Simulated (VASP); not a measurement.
# SnTe (Fm-3m) in VASP: further runs, part 2 of 2

VASP 6.6.1. Earlier steps stand in the parts before.

## 4. Relaxation of cell and atoms, PBE

INCAR

```
SYSTEM = SnTe
PREC     = Accurate       ! precision mode
ENCUT    = 600            ! plane-wave cutoff, eV
EDIFF    = 1E-7           ! SCF threshold, eV
ISMEAR   = 0              ! smearing method
SIGMA    = 0.01           ! smearing width, eV
LREAL    = .FALSE.        ! projectors in reciprocal space
LASPH    = .TRUE.         ! aspherical terms in the spheres
NELM     = 80             ! most SCF steps
ALGO     = Normal         ! electronic algorithm
ISIF     = 3              ! what is computed and relaxed
LWAVE    = .FALSE.        ! write WAVECAR
LCHARG   = .FALSE.        ! write CHGCAR
GGA      = PE             ! functional
IBRION   = 2              ! ionic algorithm
NSW      = 100            ! ionic steps
EDIFFG   = -0.01          ! ionic threshold
```

KPOINTS

```
regular mesh
0
G
  10 10 10
  0 0 0
```

POSCAR

```
SnTe
1.0
    0.0000000000      3.1565001000      3.1565001000
    3.1565001000      0.0000000000      3.1565001000
    3.1565001000      3.1565001000      0.0000000000
Sn Te
1 1
Direct
    0.0000000000      0.0000000000      0.0000000000
    0.5000000000      0.5000000000      0.5000000000
```

Potentials or basis: VASP PAW PBE potentials, release 64 (Sn_d, Te).

Command:

```bash
cat potpaw_PBE.64/Sn_d/POTCAR potpaw_PBE.64/Te/POTCAR > POTCAR
mpirun -np 1 vasp_std > vasp.out
```

OUTCAR:

```text
SYSTEM = SnTe
   PREC = Accurate
   ENCUT = 600
   EDIFF = 1E-7
   ISMEAR = 0
   LREAL = .FALSE.
   LASPH = .TRUE.
   NELM = 80
   ISIF = 3
   GGA = PE
   IBRION = 2
   NSW = 100
   EDIFFG = -0.01

 ion  position               nearest neighbor table
   1  0.000  0.000  0.000-   2 3.16   2 3.16   2 3.16   2 3.16   2 3.16   2 3.16
   2  0.500  0.500  0.500-   1 3.16   1 3.16   1 3.16   1 3.16   1 3.16   1 3.16

  LATTYP: Found a face centered cubic cell.
 ALAT       =     6.3130002000

  Lattice vectors:

 A1 = (   0.0000000000,   3.1565001000,   3.1565001000)
 A2 = (   3.1565001000,   0.0000000000,   3.1565001000)
 A3 = (   3.1565001000,   3.1565001000,   0.0000000000)

Analysis of symmetry for initial positions (statically):
=====================================================================
 Subroutine PRICEL returns:
 Original cell was already a primitive cell.

 Routine SETGRP: Setting up the symmetry group for a
 face centered cubic supercell.

 Subroutine GETGRP returns: Found 48 space group operations
 (whereof 48 operations were pure point group operations)
 out of a pool of 48 trial point group operations.

The static configuration has the point symmetry O_h .

Analysis of symmetry for dynamics (positions and initial velocities):
=====================================================================
 Subroutine PRICEL returns:
 Original cell was already a primitive cell.

 Routine SETGRP: Setting up the symmetry group for a
 face centered cubic supercell.

 Subroutine GETGRP returns: Found 48 space group operations
 (whereof 48 operations were pure point group operations)
 out of a pool of 48 trial point group operations.

The dynamic configuration has the point symmetry O_h .

 Subroutine INISYM returns: Found 48 space group operations
 (whereof 48 operations are pure point group operations),
 and found     1 'primitive' translations

[... 138 lines left out ...]
  ---------------------------------------------------
  ext. energy  EPLUGINS =         0.00000000
  ---------------------------------------------------
  free energy    TOTEN  =        -7.54713289 eV

  energy without entropy =       -7.54713289  energy(sigma->0) =       -7.54713289

------------------------ aborting loop because EDIFF is reached ----------------------------------------

  FORCE on cell =-STRESS in cart. coord.  units (eV):
  Direction    XX          YY          ZZ          XY          YZ          ZX
  --------------------------------------------------------------------------------------
  -------------------------------------------------------------------------------------
  Total        0.7909720      0.7909720      0.7909720      0.0000000      0.0000000     -0.0000000
  in kB       20.1476453     20.1476453     20.1476453      0.0000000      0.0000000     -0.0000000
  external PRESSURE =      20.1476453 kB  Pullay stress =       0.0000000 kB
[... 59 lines left out ...]
--------------------------------------- Ionic step        3  -------------------------------------------

 number of electron      20.0000005 magnetization

 Free energy of the ion-electron system (eV)
  ---------------------------------------------------
  ext. energy  EPLUGINS =         0.00000000
  ---------------------------------------------------
  free energy    TOTEN  =        -7.56477785 eV

  energy without entropy =       -7.56477778  energy(sigma->0) =       -7.56477782

 E-fermi :   6.3549     XC(G=0):  -9.2665

 val. band max:        6.3294638625   @ k =   0.5000   0.0000   0.0000
 cond. band min:       6.3803794144   @ k =   0.5000   0.0000   0.0000
 fundamental gap:      0.0509155519
 Fermi energy:         6.3549216819

 k-point     1 :       0.0000    0.0000    0.0000
  band No.  band energies     occupation
      1     -15.5522      2.00000
      2     -15.5522      2.00000
      3     -15.5491      2.00000
      4     -15.5491      2.00000
      5     -15.5491      2.00000
      6      -6.1003      2.00000
      7       1.4644      2.00000
      8       4.3290      2.00000
      9       4.3290      2.00000
     10       4.3290      2.00000
     11       9.5758      0.00000
     12       9.5758      0.00000
     13       9.5758      0.00000
     14      11.1778      0.00000
[... 377 lines left out ...]
      1     -15.5617      2.00000
      2     -15.5510      2.00000
      3     -15.5498      2.00000
      4     -15.5427      2.00000
      5     -15.5424      2.00000
      6      -5.0259      2.00000
      7      -0.4543      2.00000
      8       2.6059      2.00000
      9       3.1599      2.00000
     10       3.3261      2.00000
     11       9.2086      0.00000
     12      10.0075      0.00000
     13      10.1418      0.00000
     14      10.4388      0.00000

 [... further k-points ...]

------------------------ aborting loop because EDIFF is reached ----------------------------------------

  FORCE on cell =-STRESS in cart. coord.  units (eV):
  Direction    XX          YY          ZZ          XY          YZ          ZX
  --------------------------------------------------------------------------------------
  -------------------------------------------------------------------------------------
  Total        0.0050639      0.0050639      0.0050639     -0.0000000     -0.0000000      0.0000000
  in kB        0.1232527      0.1232527      0.1232527     -0.0000000     -0.0000000      0.0000000
  external PRESSURE =       0.1232527 kB  Pullay stress =       0.0000000 kB
[... 17 lines left out ...]
  FREE ENERGIE OF THE ION-ELECTRON SYSTEM (eV)
  ---------------------------------------------------
  free  energy   TOTEN  =        -7.5647778517 eV

  energy  without entropy=       -7.5647777826  energy(sigma->0) =       -7.56477782

 reached required accuracy - stopping structural energy minimisation
```

CONTCAR:

```text
SnTe
   1.00000000000000
     0.0000000000000000    3.2047249477131139    3.2047249477131139
     3.2047249477131139    0.0000000000000000    3.2047249477131139
     3.2047249477131139    3.2047249477131139    0.0000000000000000
  Sn              Te
     1     1
Direct
     0.0000000000000000    0.0000000000000000    0.0000000000000000
     0.5000000000000000    0.5000000000000000    0.5000000000000000

  0.00000000E+00  0.00000000E+00  0.00000000E+00
  0.00000000E+00  0.00000000E+00  0.00000000E+00
```

Run time: 41 s. Hardware: 1 thread of Intel Xeon 6975P-C (Granite Rapids), shared host; peak memory 0.25 GiB.

Results:

| Quantity | Value |
| --- | --- |
| Free energy | -7.5648 eV |
| Relaxed volume | 32.91 Å³/atom |
| Relaxed cell | a = 4.532 Å, b = 4.532 Å, c = 4.532 Å, α = 60.00°, β = 60.00°, γ = 60.00° |
| Space group after relaxing (to 0.1 Å) | Fm-3m (No. 225) |
| Energy gained by relaxing | 8.8 meV/atom |
| Ionic steps | 3 |
| Pressure after relaxing | 0.0 GPa |
| Band gap on the k mesh | 0.05 eV |

The path:
```tsv
step	energy change (eV)	largest force (eV/Å)	pressure (GPa)	volume (Å³)
1	0.0000	0.0000	2.01	62.90
2	-0.0167	0.0000	-0.43	66.57
3	-0.0176	0.0000	0.01	65.83
```

Final structure:
```cif
data_structure
_symmetry_space_group_name_H-M 'P 1'
_symmetry_Int_Tables_number 1
_cell_length_a 4.5322
_cell_length_b 4.5322
_cell_length_c 4.5322
_cell_angle_alpha 60.000
_cell_angle_beta 60.000
_cell_angle_gamma 60.000
_cell_volume 65.83
loop_
_atom_site_label
_atom_site_type_symbol
_atom_site_fract_x
_atom_site_fract_y
_atom_site_fract_z
_atom_site_occupancy
Sn1 Sn 0.00000 0.00000 0.00000 1
Te1 Te 0.50000 0.50000 0.50000 1
```

Levels at points of the mesh, in eV from the valence-band top:
| k point | band 7 | band 8 | band 9 | band 10 | band 11 | band 12 | band 13 | band 14 |
| --- | --- | --- | --- | --- | --- | --- | --- | --- |
| (0.00, 0.00, 0.00) | -4.87 | -2.00 | -2.00 | -2.00 | 3.25 | 3.25 | 3.25 | 4.85 |
| (0.50, 0.00, 0.00) | -8.07 | -1.68 | -1.68 | 0.00 | 0.05 | 0.45 | 0.45 | 7.67 |
| (0.50, 0.50, 0.00) | -6.43 | -5.22 | -3.49 | -3.49 | 2.38 | 4.69 | 4.69 | 6.02 |

Caveat: spin-orbit coupling is left out, which moves the levels of the heavy elements. PBE usually gives volumes a little too large and moduli too small.

## 5. Summary

```csv
task,cell,k mesh,cutoff (eV),smearing,gap on the mesh (eV),pressure (GPa)
single point,"a = 4.464 Å, angles 60.0°, 2 atoms",6 × 6 × 6,520,gaussian 0.1 eV,0.08,2.0
single point,"a = 4.534 Å, angles 60.0°, 2 atoms",10 × 10 × 10,520,gaussian 0.01 eV,0.05,-0.1
relaxation of cell and atoms,"relaxed from a = 4.464 Å, angles 60.0°, 2 atoms",10 × 10 × 10,600,gaussian 0.01 eV,0.05,0.0
```

Alike in all rows: level PBE; potentials or basis VASP PAW PBE potentials, release 64 (Sn_d, Te); no spin polarisation.

Caveats: spin-orbit coupling is left out, which moves the levels of the heavy elements.

Total energies depend on the potentials used, so only differences within one code and one set of settings carry meaning.

## 6. Comparison with measurements

Step 3. A measured gap of SnTe is 0.18 eV (direct; 300 K; a printed reference work, textbook); the calculated 0.05 eV misses it by -0.13 eV. Spin-orbit coupling on Sn, Te is left out. The value is that of PBE on a finite k mesh, which can miss the band edges, without temperature or zero-point motion. Semilocal functionals fall short of measured gaps as a rule.
